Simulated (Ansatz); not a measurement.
**C in Ansatz: the effect of functional**

The system is C, a slab with vacuum.

```
C
1.0
     2.45617    0.00000    0.00000
    -1.22809    2.12711    0.00000
     0.00000    0.00000    8.52380
C
2
Cartesian
  1.2281 0.7090 0.0000
  0.0000 1.4181 0.0000
```

Alike in all runs:

- Program: Ansatz 0.2.0
- Task: equation of state
- Potentials or basis: Ansatz PAW
- k mesh: 12 × 12 × 3
- Occupations: fermi-dirac, width 0.05 eV
- Spin: no spin polarisation

Question: One run gave: V0 of scaled cells 22.26 Å³/atom; B0 113 GPa. Which functional did it use?
A. r2SCAN
B. LDA
C. PBEsol

Answer: A.

```csv
functional,cutoff,V0 of scaled cells (Å³/atom),B0 (GPa)
LDA,420 eV,21.96,114
PBEsol,420 eV,22.34,110
r2SCAN,500 eV,22.26,113
```

Caveats: the cell was scaled at fixed shape and fractional positions, which overstates the stiffness of a crystal with free parameters, most of all of layers and chains; the PAW data sets come from PBE, with cores solved anew for the run's functional, which leaves a small shift of forces and pressure.

Not every run made on this cell is shown here.
